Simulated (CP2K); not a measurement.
P:

```
P
1.0
     3.71022    0.00000    0.00000
     2.10486    3.05537    0.00000
     2.10486    1.10594    2.84819
P
2
Direct
  0.77292 0.77292 0.77292
  0.22708 0.22708 0.22708
```

This isn't the form of P at room conditions, which is orthorhombic.

Base run:

- Program: CP2K 2026.2
- Functional: PBE
- Potentials or basis: POTENTIAL_UZH P GTH-PBE-q5; TZVP-MOLOPT-PBE-GTH basis
- Density cutoff: 6123 eV
- k mesh: 9 × 9 × 9
- Occupations: gaussian, width 0.1 eV
- Spin: no spin polarisation

Its results: band gap on the k mesh none (metal or under the smearing width); pressure 2.5 GPa; largest force 0.276 eV/Å.

Q: The run is repeated on the same cell with these changes: functional from PBE to PBEsol. What comes out?

A: Band gap on the k mesh none (metal or under the smearing width); pressure 0.1 GPa; largest force 0.430 eV/Å.

PBEsol binds more tightly than PBE, so the same cell stands under less pressure.

Caveats: the basis of atomic orbitals isn't converged, which shifts pressures, moduli and gaps; the potentials were made for another functional, which shifts forces and pressure (some runs).
